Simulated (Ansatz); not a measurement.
Co (P-3m1); total moment held at 3.59 μB.

```xyz
2
Lattice="2.4874 0.0000 0.0000 -1.2437 2.1541 0.0000 0.0000 0.0000 4.0633" Properties=species:S:1:pos:R:3 pbc="T T T"
Co    1.2437    0.7180    1.0559
Co    0.0000    1.4361    3.0074
```

The geometry is a structure from the Materials Project, held fixed and not relaxed.

Functional, mesh and filling: PBE, 15×15×8 k mesh, Fermi–Dirac smearing of 0.08 eV. LAPW is all-electron LAPW in Ansatz 0.2.0. Site moments are integrated in spheres about the atoms. Start moments (μB): Co1 1.795, Co2 1.795.

The self-consistent cycle went as follows.

| iteration | Harris–Foulkes energy less the last (meV) | density residual (eV) | M (μB) | ∫|m| (μB) |
| --- | --- | --- | --- | --- |
| 1 | 42.262 | 6.8e-02 | 3.5900 | 3.6438 |
| 2 | 50.574 | 4.5e-02 | 3.5900 | 3.6692 |
| 3 | 9.316 | 1.1e-02 | 3.5900 | 3.7286 |
| 4 | -16.408 | 5.0e-02 | 3.5900 | 3.8189 |
| 5 | 0.066 | 6.7e-05 | 3.5900 | 3.8376 |
| 6 | 0.015 | 1.5e-06 | 3.5900 | 3.8388 |
| 7 | 0.002 | 1.8e-08 | 3.5900 | 3.8397 |
| 8 | 0.000 | 3.4e-09 | 3.5900 | 3.8398 |
| 9 | 0.000 | 7.9e-11 | 3.5900 | 3.8398 |

Site moments (μB): Co1 1.85, Co2 1.85. Cell moment 3.59 μB.

The Ansatz runs typed with the search for lower states off end where their start leads. The magnetic state is the one that this cell and start allow. It needn't be the compound's measured order, which may need a larger cell or be absent.
